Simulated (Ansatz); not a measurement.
Crystal: Si.

```
CELL_PARAMETERS angstrom
-2.37137 2.37137 1.32927
2.37137 -2.37137 1.32927
2.37137 2.37137 -1.32927
ATOMIC_POSITIONS crystal
Si 0.50000 0.50000 0.00000
Si 0.25000 0.75000 0.50000
```

This isn't the form of Si at room conditions, which is diamond.

Base run:

```yaml
Program: Ansatz 0.2.0
Functional: LDA
Potentials_or_basis: all-electron LAPW, scalar-relativistic
Cutoff: 191 eV
Density_cutoff: 762 eV
Basis_error_allowed: 0.001 eV/atom
k_mesh: 11 × 11 × 11
Occupations: fermi-dirac, width 0.05 eV
Spin: no spin polarisation
```

Its results: pressure -0.9 GPa.

Q: The run is repeated on the same cell with these changes: functional from LDA to PBEsol. What comes out?

A: Pressure 0.7 GPa.

PBEsol binds less tightly than LDA, so the same cell stands under more pressure.

Not every run made on this cell is shown here.
